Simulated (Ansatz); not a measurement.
Al: one atom moved over a plane

All numbers below come from DFT PBE+D3(BJ), scalar-relativistic, plane waves, PAW (Ansatz). The runs took a 420 eV cutoff, a Γ-centred 18×18×10 mesh and Gaussian smearing (0.15 eV). No spin polarisation. Energies are free energies at this smearing, counted from the undisturbed cell; pressure is positive in compression.

The starting cell (as given, not relaxed at this level; it stands at -3.2 GPa; this form isn't the usual structure):

```yaml
crystal:
  lattice:
    - [2.81246, 0.00000, 0.00000]
    - [-1.40623, 2.43566, 0.00000]
    - [0.00000, 0.00000, 4.86685]
  atoms:
    - { symbol: Al, position: [0.66667, 0.33333, 0.75000] }
    - { symbol: Al, position: [0.33333, 0.66667, 0.25000] }
```

Atom 1 (Al) is moved by p along (1.000, 0.000, 0.000) and q along (0.000, 1.000, 0.000) (Å), all else fixed. Points are written (p, q).

Energy above the undisturbed cell in eV/cell (a dash: not computed):

```
 p \ q  -0.600  -0.300  0.000  0.300  0.600
-0.600    0.11    0.07   0.12   0.22   0.31
-0.300    0.16       ?   0.03   0.08   0.13
 0.000    0.18    0.04   0.00      ?      ?
 0.300    0.16       ?   0.03   0.08   0.13
 0.600    0.11    0.07   0.12   0.22   0.31
```

Question: Fill in the withheld energies.

Answer: (-0.300, -0.300): 0.05; (0.000, 0.300): 0.03; (0.000, 0.600): 0.07; (0.300, -0.300): 0.05.

Cost: 15 runs of about 3.2 core-minutes in all, on Intel Xeon Platinum 8259CL (Skylake/Cascade Lake) (shared hosts).